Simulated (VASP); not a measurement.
Crystal: ZrSe2.

```
Zr Se
1.0
     3.74035    0.00000    0.00000
    -1.87018    3.23924    0.00000
     0.00000    0.00000    6.02807
Zr Se
1 2
Cartesian
  0.0000 0.0000 0.0000
  0.0000 2.1595 1.5974
  1.8702 1.0797 4.4306
```

```yaml
Program: VASP 6.6.1
Task: relaxation of cell and atoms
Functional: HSE06
Potentials_or_basis: VASP PAW PBE potentials, release 64 (Zr_sv, Se)
Cutoff: 520 eV
k_mesh: 6 × 6 × 3
Occupations: gaussian, width 0.03 eV
Spin: no spin polarisation
```

At the start: pressure 1.4 GPa; volume 24.35 Å³/atom.

Q: How do energy, volume and symmetry change on relaxing?

A: Over 14 steps the energy falls by 25.7 meV/atom and the volume is 28.04 Å³/atom (+15.2 %); space group P-3m1 (No. 164, to 0.05 Å).

Step by step:
```
step  energy change (eV)  largest force (eV/Å)  pressure (GPa)  volume (Å³)
   1              0.0000                0.3347            1.42        73.04
   2             -0.0190                0.4485           -0.56        75.33
   3             -0.0197                0.4733           -0.97        75.85
   4             -0.0334                0.2923           -0.46        76.20
   5             -0.0418                0.0049            0.39        76.76
   6             -0.0500                0.0080            0.26        77.44
   7             -0.0664                0.0237           -0.01        79.48
   8             -0.0766                0.0583           -0.17        83.51
   9             -0.0767                0.0607           -0.16        83.67
  10             -0.0767                0.0646           -0.17        83.98
  11             -0.0755                0.1093            0.71        83.75
  12             -0.0770                0.0110            0.09        83.91
  13             -0.0771                0.0060            0.00        84.20
  14             -0.0771                0.0023            0.00        84.13
```

Final structure:
```
Zr Se
1.0
     3.79604    0.00000    0.00000
    -1.89802    3.28747    0.00000
     0.00000    0.00000    6.74140
Zr Se
1 2
Direct
  0.00000 0.00000 0.00000
  0.33333 0.66667 0.23113
  0.66667 0.33333 0.76887
```

Caveat: the volume moved by over 15 % at a fixed basis, so the end points are rough; the PAW data sets were made with another functional, which shifts forces and pressure a little; this functional lacks dispersion, which binds the layers, so the pressure and a relaxed spacing across them are unreliable, and here the layers came unbound; the volume moved by +15 % from the deposited cell, more than functionals usually miss.
